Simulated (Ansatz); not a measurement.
# Si(111) with Br on 50 % of the top atoms and H on the rest: bands and core levels, part 2 of 3

Aim: core-level components, unfolded bands and work function of Si(111) with Br on 50 % of the top atoms and H on the rest.

Ansatz 0.2.0; DFT, PBE, plane-wave PAW, scalar-relativistic; PAW set soft_1.

So far, gap on the k-mesh (eV): step 2 (relaxation) 1.07.

## (3) Layer-resolved bands, DOS and potential (continued)

Shapes are the site's partial DOS without matrix elements, which overweights lines from ligand s bands. Intensity against emission energy less the core level's binding energy, zero at the valence-band maximum; read off at these points; 7 of 10 lines; values in % of the unpolarised maximum:

```
emission energy less the core level's binding energy (eV)  Br K-beta valence  Br K-beta valence, E along x  Br K-beta valence, E along y  Br K-beta valence, E along z  Br L3-N1  Si K-beta  Si K-beta, E along x
                                                   -16.50               1.66                          1.48                          1.45                          2.07      37.9      0.751                 0.557
                                                   -16.00               1.83                          1.59                          1.56                          2.33      58.3      0.987                 0.644
                                                   -15.50               2.00                          1.72                          1.68                          2.61      85.0       1.37                 0.767
                                                   -15.00               2.19                          1.86                          1.81                          2.88      99.8       1.67                 0.897
                                                   -14.50               2.37                          2.01                          1.97                          3.12      85.0       1.56                 0.978
                                                   -14.00               2.56                          2.18                          2.14                          3.37      58.4       1.39                  1.08
                                                   -13.50               2.79                          2.36                          2.34                          3.67      38.1       1.41                  1.25
                                                   -13.00               3.08                          2.58                          2.57                          4.10      25.8       1.60                  1.52
                                                   -12.50               3.45                          2.84                          2.83                          4.67      18.4       1.99                  1.97
                                                   -12.00               3.90                          3.14                          3.13                          5.43      13.9       2.73                  2.76
                                                   -11.50               4.47                          3.49                          3.49                          6.42      11.3       4.09                  4.19
                                                   -11.00               5.17                          3.91                          3.91                          7.69      9.80       6.21                  6.46
                                                   -10.50               6.03                          4.41                          4.42                          9.26      9.00       8.89                  9.39
                                                   -10.00               7.06                          5.02                          5.02                          11.2      8.55       11.7                  12.4
                                                    -9.50               8.30                          5.76                          5.75                          13.4      8.19       14.3                  15.6
                                                    -9.00               9.76                          6.67                          6.65                          16.0      7.76       15.4                  17.0
                                                    -8.50               11.5                          7.81                          7.76                          19.0      7.23       15.0                  16.6
                                                    -8.00               13.7                          9.27                          9.19                          22.6      6.71       14.7                  16.1
                                                    -7.50               16.4                          11.2                          11.0                          27.0      6.32       16.9                  17.8
                                                    -7.00               19.9                          13.7                          13.5                          32.4      6.14       23.0                  22.5
                                                    -6.50               24.2                          17.1                          16.8                          38.8      6.08       30.5                  28.3
                                                    -6.00               29.8                          21.7                          21.3                          46.2      5.81       28.4                  27.2
                                                    -5.50               36.9                          28.4                          27.8                          54.4      5.61       25.9                  23.3
                                                    -5.00               46.1                          38.0                          37.3                          62.9      5.07       27.5                  25.0
                                                    -4.50               57.9                          51.6                          51.0                          71.1      4.73       43.0                  39.5
                                                    -4.00               71.3                          69.4                          69.5                          75.1      4.54       69.2                  62.2
                                                    -3.50               84.2                          89.7                          92.0                          71.1      3.62       82.1                  79.3
                                                    -3.00               94.8                           109                           114                          61.1      2.65       89.9                  87.5
                                                    -2.50               99.9                           121                           129                          49.7      2.03       99.0                   104
                                                    -2.24               99.3                           123                           131                          44.2      1.81       99.9                   106
                                                    -2.00               96.4                           122                           128                          39.7      1.64       98.9                   103
                                                    -1.50               84.3                           110                           111                          31.5      1.37       93.3                  91.2
                                                    -1.00               66.9                          89.8                          86.5                          24.5      1.15       63.7                  70.0
                                                    -0.50               49.7                          67.8                          62.7                          18.6     0.974       35.9                  45.4
                                                     0.00               36.0                          49.2                          44.7                          14.2     0.855       18.5                  23.8
                                                     0.50               26.3                          35.6                          32.4                          11.0     0.768       8.07                  9.55
                                                     1.00               19.8                          26.2                          24.2                          8.83     0.699       4.81                  5.33
```

Sums over each group's atoms; left-over states aren't shared out by site. Site centres, by row:

```
       group  element  shell  occupied states  centre of occupied part (eV)  centre up to the window's top (eV)
   adsorbate       Br     4s            3.757                        -14.27                               -13.6
   adsorbate       Br     4p            10.54                        -2.949                              -2.434
   adsorbate        H     1s            2.009                        -4.689                              -2.549
     layer 1       Si     3s            4.788                        -8.199                              -5.211
     layer 1       Si     3p             10.4                        -4.101                              -1.259
     layer 2       Si     3s            4.852                        -7.846                              -4.982
     layer 2       Si     3p            11.12                        -3.601                              -1.204
     layer 3       Si     3s            4.842                        -7.889                              -4.995
     layer 3       Si     3p            11.03                        -3.664                              -1.191
      middle       Si     3s            4.832                        -7.903                              -4.989
      middle       Si     3p            11.02                        -3.668                              -1.188
other layers       Si     3s            9.523                        -8.038                              -5.139
other layers       Si     3p            21.88                        -3.635                              -1.155
other layers        H     1s            4.112                        -5.074                              -2.828
```

Window up to 4.8 eV. Shell moments, by row:

| element | shell | occupied states an atom | centre of occupied part (eV) | rms width of occupied part (eV) | centre up to the window's top (eV) | rms width up to the window's top (eV) |
| --- | --- | --- | --- | --- | --- | --- |
| Br | 4s | 1.878 | -14.27 | 2.387 | -13.6 | 4.078 |
| Br | 4p | 5.268 | -2.949 | 1.585 | -2.434 | 2.262 |
| H | 1s | 1.02 | -4.948 | 2.331 | -2.736 | 4.232 |
| Si | 3s | 1.202 | -7.985 | 2.382 | -5.075 | 5.296 |
| Si | 3p | 2.727 | -3.714 | 2.565 | -1.192 | 3.997 |

Table of broadened DOS, unweighted empty DOS by E, zero at the valence-band maximum; read off at these points:

```csv
E (eV),"broadened DOS, unweighted empty DOS (states/eV/cell)"
-0.94,0
-0.74,0
-0.54,0
-0.44,0
-0.24,0
-0.04,0
0.16,4.0e-4
0.26,0.00218
0.46,0.0374
0.66,0.318
0.86,1.36
0.96,2.20
1.16,3.60
1.36,4.11
1.56,6.09
1.66,8.15
1.86,12.4
2.06,13.9
2.26,13.7
2.36,14.1
2.56,16.3
2.76,18.6
2.96,19.6
3.06,19.7
3.26,19.8
3.46,20.3
3.66,19.4
3.76,18.8
3.96,21.6
4.16,29.1
```

The spectra weight each projected shell by its atomic cross section (Dirac–Hartree–Slater) and angular factor, for linear light with the analyser at 10° from the polarisation. Broadening, on top of any smearing of the DOS itself: a Gaussian of 0.45 eV and a Lorentzian of 0.1 eV plus 0.08 times the binding energy (full widths), Fermi edge at 20 K. Each atom is damped by exp[−depth/(λ cos θ)], θ = 0° from the normal, λ from the universal curve. Curves are cut 10 eV under the photon energy, above any shell that the free atom's threshold puts out of reach, or at the lower edge of the window: 11.2 eV at 21.2 eV, 17 eV at 40.8 eV, 17 eV at 1486.7 eV, 17 eV at 5414.7 eV and 17 eV at 5950 eV. Dipole terms alone, which is rough above 3 keV; no background, satellites or final-state effects.

How the area divides among the shells (%):

| shell | 21.2 eV | 40.8 eV | 1486.7 eV | 5414.7 eV | 5950 eV |
| --- | --- | --- | --- | --- | --- |
| Br 4s | 0.0 | 3.4 | 16.9 | 30.3 | 31.6 |
| Br 4p | 71.3 | 27.6 | 29.2 | 21.8 | 20.9 |
| H 1s | 16.0 | 11.2 | 0.1 | 0.0 | 0.0 |
| Si 3s | 4.9 | 29.2 | 43.0 | 45.3 | 45.2 |
| Si 3p | 7.8 | 28.5 | 10.8 | 2.5 | 2.3 |

Regions along c: top from 15.2 to 21.8 Å, middle from 9.8 to 15.0 Å, bottom from 3.0 to 9.7 Å.

States with weight above 0.08 nearest the zero at K of the zone, within the window kept, -7.5 to 5.0 eV (levels that the program groups as degenerate share a row):

```csv
E (eV),"weight, total","weight, top","weight, middle","weight, bottom"
-2.55,0.64,0.22,0.29,0.12
-2.40,0.25,0.06,0.15,0.03
-2.20,0.68,0.14,0.39,0.13
-2.09,0.37,0.11,0.21,0.04
-1.88,0.18,0.12,0.05,0.01
-1.64,0.38,0.22,0.13,0.01
2.08,0.78,0.18,0.52,0.08
2.54,0.62,0.08,0.36,0.17
2.58,0.47,0.09,0.27,0.11
2.62,0.80,0.12,0.44,0.22
```

States with weight above 0.08 nearest the zero at M of the zone, within the window kept, -7.5 to 5.0 eV (levels that the program groups as degenerate share a row):

| E (eV) | weight, total | weight, top | weight, middle | weight, bottom |
| --- | --- | --- | --- | --- |
| -1.76 | 0.50 | 0.13 | 0.26 | 0.10 |
| -1.70 | 0.50 | 0.13 | 0.16 | 0.19 |
| -1.31 | 0.50 | 0.10 | 0.26 | 0.13 |
| -1.21 | 0.50 | 0.16 | 0.23 | 0.08 |
| 1.07 | 0.50 | 0.06 | 0.35 | 0.08 |
| 1.10 | 0.50 | 0.05 | 0.34 | 0.09 |
| 1.54 | 0.50 | 0.11 | 0.28 | 0.09 |
| 1.72 | 0.50 | 0.10 | 0.21 | 0.15 |
| 1.73 | 0.50 | 0.12 | 0.13 | 0.23 |
| 1.79 | 0.50 | 0.09 | 0.21 | 0.18 |

The largest force component on a free atom is 0.015 eV/Å, so the atoms are at rest for these settings too.

## (4) Z+1 stand-in on atom 5

System of this step: Si23PH6Br2. The cell holds 32 atoms: 2 Br, 6 H, 1 P and 23 Si. Its edges and angles: a = 7.679 Å, b = 7.679 Å, c = 24.774 Å, α = 90.0°, β = 90.0°, γ = 60.0°. It derives from Si. Regions: ad, 4 atoms (2 Br and 2 H); L1, 4 atoms (1 P and 3 Si); L2, 4 atoms (4 Si); L3, 4 atoms (4 Si); mid, 4 atoms (4 Si); rest, 12 atoms (8 Si and 4 H). Vacuum lies along c.

An atom with a screened core hole acts much like the next element, so total energies with that element on different sites give core-level shifts.

Input file input.yaml:

```yaml
crystal:
  lattice:
    - [7.6791796437, 0.0, 0.0]
    - [3.8395898218, 6.6503646517, 0.0]
    - [0.0, 0.0, 24.7737769138]
  atoms:
    - { symbol: Br, position: [0.0002113293, -0.0004226587, 0.7176148627] }
    - { symbol: Br, position: [0.5002113293, -0.0004226587, 0.7176148627] }
    - { symbol: H, position: [-0.0002474268, 0.5004948537, 0.6888599581] }
    - { symbol: H, position: [0.4997525732, 0.5004948537, 0.6888599581] }
    - { symbol: P, position: [-0.0001660556, 0.0003321113, 0.626387956] }
    - { symbol: Si, position: [0.4998339444, 0.0003321113, 0.626387956] }
    - { symbol: Si, position: [0.0003957263, 0.4992085473, 0.6283674497] }
    - { symbol: Si, position: [0.5003957263, 0.4992085473, 0.6283674497] }
[... 20 atom lines left out ...]
    - { symbol: H, position: [0.0, 0.0, 0.282556835] }
    - { symbol: H, position: [0.5, 0.0, 0.282556835] }
    - { symbol: H, position: [0.0, 0.5, 0.282556835] }
    - { symbol: H, position: [0.5, 0.5, 0.282556835] }
kpoints:
  mp_grid: { grid: [3, 3, 1] }
scf:
  occupations: { method: fermi_dirac, width: 0.02 }
  n_extra_bands: 25
hamiltonian:
  xc: pbe
  pseudopotentials: { kind: paw, azcp: { folder: soft_1 } }
output:
  forces: true
  write_potential: true
  volumetric_format: []
efield:
  axis: 3
  dipole_correction: true
```

Command:

```
$ ansatz run input.yaml --threads 4 --pin off --max-ram 11264MiB --backend cpu --events-out ev --progress --plain --runs-dir out
```

It took 9 s on 4 threads of AMD EPYC 9B45 (Zen 5), shared host; peak memory 2.3 GiB.

This run has no spin polarisation although its electron count is odd.

This step gave:

| Item | Value |
| --- | --- |
| free energy | -21041.0006 eV |
| energy at zero smearing | -21040.9885 eV |
| smearing term TS | 0.02427 eV |
| Fermi energy | 0.7881 eV |
| symmetry operations | 2 |

[end of part 2 of 3]

[Logs are printed without paths, hosts, clocks, repeated set-up lines and the standing remarks that a program may print on its own settings, such as how far it seeks lower states.]

[Hosts, paths, dates, database ids (printed as entryN), source tags and the programs' standing remarks are cut or masked in the printed files.]

[Maps of the electrostatic potential energy from Ansatz leave out the sawtooth potential of an applied field or a dipole correction, so their vacuum need not be flat; work functions include it.]
